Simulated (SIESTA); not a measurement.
**Bi2Te2Se under changes of volume**

One of the cells (34.933 Å³/atom); the others are scaled copies at fixed shape and fractional positions:

```
CELL_PARAMETERS angstrom
2.17528 1.25590 10.65568
-2.17528 1.25590 10.65568
0.00000 -2.51180 10.65568
ATOMIC_POSITIONS crystal
Bi 0.39172 0.39172 0.39172
Bi 0.60828 0.60828 0.60828
Te 0.78040 0.78040 0.78040
Te 0.21960 0.21960 0.21960
Se 0.00000 0.00000 0.00000
```

The cell is a database's computed one.

- Program: SIESTA 5.4.2
- Functional: PBEsol
- Potentials or basis: PseudoDojo 0.4 standard (PBEsol files)
- Basis: DZP (energy shift 0.003 Ry; two zetas on semicore shells)
- Grid cutoff: 500 Ry
- Energy shift: 0.003 Ry
- k mesh: 7 × 7 × 7
- Occupations: fermi-dirac, width 0.05 eV
- Spin: no spin polarisation

```tsv
volume (Å³/atom)	energy over the lowest point (meV/atom)	pressure (GPa)	gap on the mesh (eV)	largest force (eV/Å)
32.193	15.25	3.1	0.40	0.799
32.878	4.96	1.8	0.41	0.590
33.563	0.00	0.6	0.43	0.406
34.933	?	?	?	?
35.618	11.85	-2.2	0.45	0.108
36.303	23.03	-3.0	0.46	0.199
```

Question: What does the run at 34.933 Å³/atom give?

Answer: Energy over the lowest point 3.72 meV/atom; pressure -1.4 GPa; gap on the mesh 0.44 eV; largest force 0.172 eV/Å.

Worked out: A Birch-Murnaghan fit of order 3 (a polynomial in V^(-2/3)) to the other rows has its minimum at 33.92 Å³/atom with B0 = V·E''(V) = 52 GPa and B' = 5.0 at fixed shape and positions, which overstates the stiffness. It gives 3.98 meV/atom at 34.933 Å³/atom, against the run's 3.72, and -dE/dV = -1.4 GPa, against -1.4. A straight line through the other rows of the gap, of slope 0.486 eV per unit of ln V (its deformation potential), gives 0.44 eV, against the run's 0.44.

Energies are extrapolated to zero smearing.

Caveats: spin-orbit coupling is left out, which as a rule narrows the gap of such compounds by several tenths of an eV; an odd mesh through Γ misses points on the zone boundary, where band edges often lie; the basis of atomic orbitals isn't converged, which shifts pressures, moduli and gaps.
